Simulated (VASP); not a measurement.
ZnCu:

```
Zn Cu
1.0
     0.00000    2.77554    2.77554
     2.77554    0.00000    2.77554
     2.77554    2.77554    0.00000
Zn Cu
1 1
Direct
  0.00000 0.00000 0.00000
  0.25000 0.25000 0.25000
```

The cell was built by a generator and needn't be a form met in nature.

```yaml
Program: VASP 6.6.1
Task: relaxation of cell and atoms
Functional: PBEsol
Potentials_or_basis: VASP PAW PBE potentials, release 64 (Zn, Cu)
Cutoff: 600 eV
k_mesh: 8 × 8 × 8
Occupations: methfessel-paxton, width 0.1 eV
Spin: no spin polarisation
```

At the start: pressure -2.8 GPa; volume 21.38 Å³/atom.

Q: How do energy, volume and symmetry change on relaxing?

A: Over 3 steps the energy falls by 12.1 meV/atom and the volume is 20.08 Å³/atom (-6.1 %); space group F-43m (No. 216, to 0.05 Å).

The path:
```tsv
step	energy change (eV)	largest force (eV/Å)	pressure (GPa)	volume (Å³)
1	0.0000	0.0000	-2.79	42.76
2	-0.0237	0.0000	-0.43	40.50
3	-0.0241	0.0000	0.05	40.16
```

Final structure:
```
Zn Cu
1.0
     0.00000    2.71795    2.71795
     2.71795    0.00000    2.71795
     2.71795    2.71795    0.00000
Zn Cu
1 1
Direct
  0.00000 0.00000 0.00000
  0.25000 0.25000 0.25000
```

Caveat: the PAW data sets were made with another functional, which shifts forces and pressure a little.
